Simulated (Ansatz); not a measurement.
# GaN (rocksalt type): the cost of one run

Method: DFT PBE, with the methods named in each step, in Ansatz 0.2.0.

### Step 1. Starting point

The structure is cubic, space group Fm-3m (No. 225). The conventional cell has a = 4.269 Å, b = 4.269 Å, c = 4.269 Å, α = 90.00°, β = 90.00°, γ = 90.00°. Ga (site symmetry m-3m) has 6 N at 2.13 Å as nearest neighbours. N (site symmetry m-3m) is surrounded by 6 Ga at 2.13 Å.

Structure file:

```
Ga N
1.0
     0.00000    2.13433    2.13433
     2.13433    0.00000    2.13433
     2.13433    2.13433    0.00000
Ga N
1 1
Direct
  0.00000 0.00000 0.00000
  0.50000 0.50000 0.50000
```

Whether this phase is the stable one at these pressures isn't tested.

Atoms are numbered in the order of the input: Ga1, N2.

### Step 2. The reference volume, LAPW

The input, input.yaml:

```yaml
crystal:
  lattice:
    - [0.0, 2.13432546, 2.13432546]
    - [2.13432546, 0.0, 2.13432546]
    - [2.13432546, 2.13432546, 0.0]
  atoms:
    - { symbol: Ga, position: [0.0, 0.0, 0.0] }
    - { symbol: "N", position: [0.5, 0.5, 0.5] }
kpoints:
  mp_grid: { grid: [15, 15, 15] }
  band_path:
    path:
      - [0.0, 0.0, 0.0]
      - [0.5, 0.0, 0.5]
      - [0.625, 0.25, 0.625]
      - [0.375, 0.375, 0.75]
      - [0.0, 0.0, 0.0]
      - [0.5, 0.5, 0.5]
      - [0.5, 0.25, 0.75]
      - [0.5, 0.0, 0.5]
    npoints: 14
scf:
  occupations: { method: fermi_dirac, width: 0.1 }
hamiltonian:
  xc: pbe
  pseudopotentials: { kind: all_electron, lapw: { basis_error: 0.001 } }
output:
  forces: true
  stress: true
  eigenvalues: true
  populations: true
  dos: { projected: true, de: 0.2, e_range: [-14, 8] }
```

Started as:

```bash
ansatz run input.yaml --threads 1 --pin off --max-ram 2048MiB --backend cpu --events-out ev --progress --plain --runs-dir out
```

Q: Estimate wall time and peak memory on 1 thread of Arm Neoverse V1, shared host.

About 25 s, with a peak of 0.41 GiB.
